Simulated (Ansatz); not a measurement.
# Molecular dynamics of Re12H

Input file:

```yaml
crystal:
  lattice:
    - [5.52, 0.0, 0.0]
    - [-4.14, 7.17069, 0.0]
    - [0.0, 0.0, 4.4574]
  atoms:
    - { symbol: Re, position: [-0.00495022, -0.00402705, -0.01685312] }
    - { symbol: Re, position: [0.16773651, 0.22263148, 0.51996407] }
    - { symbol: Re, position: [-0.00929182, 0.32892122, -0.01846458] }
    - { symbol: Re, position: [0.1668777, 0.56088995, 0.5209828] }
    - { symbol: Re, position: [-0.00335911, 0.66444842, -0.01491085] }
    - { symbol: Re, position: [0.17121809, 0.89413736, 0.52088797] }
    - { symbol: Re, position: [0.49453037, -0.00489272, -0.02009049] }
    - { symbol: Re, position: [0.66919074, 0.22487371, 0.51588192] }
    - { symbol: Re, position: [0.49898635, 0.32852356, -0.01992249] }
    - { symbol: Re, position: [0.67495274, 0.56034941, 0.51930486] }
    - { symbol: Re, position: [0.49803804, 0.66671503, -0.01910651] }
    - { symbol: Re, position: [0.67081165, 0.89344547, 0.51781327] }
    - { symbol: H, position: [0.33269324, 0.44474405, 0.25048705] }
basis:
  ecutwfc: 420.0
kpoints:
  mp_grid: { grid: [2, 2, 2] }
hamiltonian:
  xc: pbesol
scf:
  occupations: { method: fermi_dirac, width: 0.05 }
  lower_state_search: "off"
md:
  timestep: 0.5
  n_steps: 300
  ensemble: nvt_langevin
  temperature: 1200.0
  initial_velocities: maxwell_boltzmann
  seed: 192657
  friction: 0.05
```

Run as:

```bash
$ ansatz run input.yaml --threads 2 --pin off --max-ram 5120MiB --backend cpu --events-out ev --progress --plain --runs-dir out
```

It starts from a partly relaxed structure (largest force component 0.08 eV/Å).

Output, in part (step lines):

```
md step     0: t =     0.00 fs  T =  1107.7 K  F+E_penalty+E_count = -128862.08688616 eV  E_kin = 1.861344 eV  (7 SCF iters)
md step     1: t =     0.50 fs  T =  1061.9 K  F+E_penalty+E_count = -128862.08633385 eV  E_kin = 1.784469 eV  (6 SCF iters)
md step     2: t =     1.00 fs  T =  1179.0 K  F+E_penalty+E_count = -128862.08467434 eV  E_kin = 1.981128 eV  (6 SCF iters)
md step     3: t =     1.50 fs  T =  1215.4 K  F+E_penalty+E_count = -128862.08170342 eV  E_kin = 2.042306 eV  (6 SCF iters)
md step     4: t =     2.00 fs  T =  1071.4 K  F+E_penalty+E_count = -128862.07744633 eV  E_kin = 1.800420 eV  (6 SCF iters)
md step     5: t =     2.50 fs  T =  1112.0 K  F+E_penalty+E_count = -128862.07201251 eV  E_kin = 1.868610 eV  (4 SCF iters)
md step     6: t =     3.00 fs  T =   975.9 K  F+E_penalty+E_count = -128862.06561333 eV  E_kin = 1.639829 eV  (4 SCF iters)
md step     7: t =     3.50 fs  T =  1048.1 K  F+E_penalty+E_count = -128862.05856321 eV  E_kin = 1.761232 eV  (4 SCF iters)
[... lines left out ...]
md step   298: t =   149.00 fs  T =  1907.0 K  F+E_penalty+E_count = -128860.17093245 eV  E_kin = 3.204494 eV  (4 SCF iters)
md step   299: t =   149.50 fs  T =  2058.8 K  F+E_penalty+E_count = -128860.16137226 eV  E_kin = 3.459483 eV  (4 SCF iters)
md step   300: t =   150.00 fs  T =  2055.8 K  F+E_penalty+E_count = -128860.14889821 eV  E_kin = 3.454594 eV  (6 SCF iters)
```

The steps, from the saved trajectory:

```json
{"time (fs)": "0.0", "T (K)": "1108", "potential energy less start (eV)": "0.000"}
{"time (fs)": "5.0", "T (K)": "1006", "potential energy less start (eV)": "0.055"}
{"time (fs)": "10.0", "T (K)": "772", "potential energy less start (eV)": "0.179"}
{"time (fs)": "15.0", "T (K)": "918", "potential energy less start (eV)": "0.312"}
{"time (fs)": "20.0", "T (K)": "796", "potential energy less start (eV)": "0.435"}
{"time (fs)": "25.0", "T (K)": "932", "potential energy less start (eV)": "0.543"}
{"time (fs)": "30.0", "T (K)": "1092", "potential energy less start (eV)": "0.659"}
{"time (fs)": "35.0", "T (K)": "908", "potential energy less start (eV)": "0.801"}
{"time (fs)": "40.0", "T (K)": "997", "potential energy less start (eV)": "0.859"}
{"time (fs)": "45.0", "T (K)": "822", "potential energy less start (eV)": "1.011"}
{"time (fs)": "50.0", "T (K)": "978", "potential energy less start (eV)": "1.077"}
{"time (fs)": "55.0", "T (K)": "1124", "potential energy less start (eV)": "0.982"}
{"time (fs)": "60.0", "T (K)": "1078", "potential energy less start (eV)": "1.031"}
{"time (fs)": "65.0", "T (K)": "972", "potential energy less start (eV)": "1.210"}
{"time (fs)": "70.0", "T (K)": "1249", "potential energy less start (eV)": "1.242"}
{"time (fs)": "75.0", "T (K)": "1043", "potential energy less start (eV)": "1.363"}
{"time (fs)": "80.0", "T (K)": "1175", "potential energy less start (eV)": "1.499"}
{"time (fs)": "85.0", "T (K)": "925", "potential energy less start (eV)": "1.699"}
{"time (fs)": "90.0", "T (K)": "755", "potential energy less start (eV)": "1.964"}
{"time (fs)": "95.0", "T (K)": "837", "potential energy less start (eV)": "1.836"}
{"time (fs)": "100.0", "T (K)": "774", "potential energy less start (eV)": "1.797"}
{"time (fs)": "105.0", "T (K)": "1027", "potential energy less start (eV)": "1.772"}
{"time (fs)": "110.0", "T (K)": "776", "potential energy less start (eV)": "1.695"}
{"time (fs)": "115.0", "T (K)": "954", "potential energy less start (eV)": "1.543"}
{"time (fs)": "120.0", "T (K)": "1038", "potential energy less start (eV)": "1.413"}
{"time (fs)": "125.0", "T (K)": "1438", "potential energy less start (eV)": "1.476"}
{"time (fs)": "130.0", "T (K)": "1691", "potential energy less start (eV)": "1.496"}
{"time (fs)": "135.0", "T (K)": "1508", "potential energy less start (eV)": "1.556"}
{"time (fs)": "140.0", "T (K)": "2145", "potential energy less start (eV)": "1.600"}
{"time (fs)": "145.0", "T (K)": "1747", "potential energy less start (eV)": "1.845"}
{"time (fs)": "150.0", "T (K)": "2056", "potential energy less start (eV)": "1.938"}
```

The run went to its last step. A run of 0.15 ps of so small a system gives no equilibrium averages. Limits of this set-up: coarse k mesh, odd electron count without spin.

Mean squared displacements from the first frame to the last, about the centre of mass: Re 0.02 Å², H 0.03 Å².

Last frame:

```xyz
13
Lattice="5.5200 0.0000 0.0000 -4.1400 7.1707 0.0000 0.0000 0.0000 4.4574" Properties=species:S:1:pos:R:3
Re 0.007 -0.105 0.021
Re -0.113 1.550 2.213
Re -1.533 2.395 -0.187
Re -1.407 4.036 2.387
Re -2.813 4.800 -0.069
Re -2.823 6.513 2.219
Re 2.700 -0.101 0.060
Re 2.879 1.631 2.380
Re 1.322 2.280 -0.021
Re 1.389 3.992 2.225
Re 0.091 4.859 0.033
Re -0.069 6.192 2.200
H -0.024 3.141 0.962
```

The run took 12 min on 2 threads of Arm Neoverse V2, with other jobs on the host, peak memory 0.64 GiB.
